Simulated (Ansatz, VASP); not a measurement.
# NaCl in VASP and in Ansatz

```
CELL_PARAMETERS angstrom
2.86000 0.00000 0.00000
0.00000 2.86000 0.00000
0.00000 0.00000 2.86000
ATOMIC_POSITIONS crystal
Na 0.00000 0.00000 0.01049
Cl 0.50000 0.50000 0.50000
```

Measurements of this composition are mostly on another form, of space group No. 225.

Alike in both runs: task single point; functional PBE; k mesh 5 × 5 × 5; no spin polarisation.

```csv
,VASP,Ansatz
version,VASP 6.6.1,Ansatz 0.2.0
potentials or method,"VASP PAW PBE potentials, release 64 (Na_pv, Cl)","plane waves, PAW"
plane-wave cutoff (eV),520,510
occupations,"gaussian, width 0.01 eV",fixed
valence electrons in the cell,14,16
```

|  | VASP | Ansatz | Ansatz less VASP |
| --- | --- | --- | --- |
| gap on the k mesh at the Fermi level (eV) | 5.50 | 5.45 | -0.056 |

The two sets of potentials don't hold the same shells in valence.

Caveats: the k mesh is coarse (spacing up to 0.44 Å⁻¹), so the values aren't converged; an odd mesh through Γ misses points on the zone boundary, where band edges often lie.
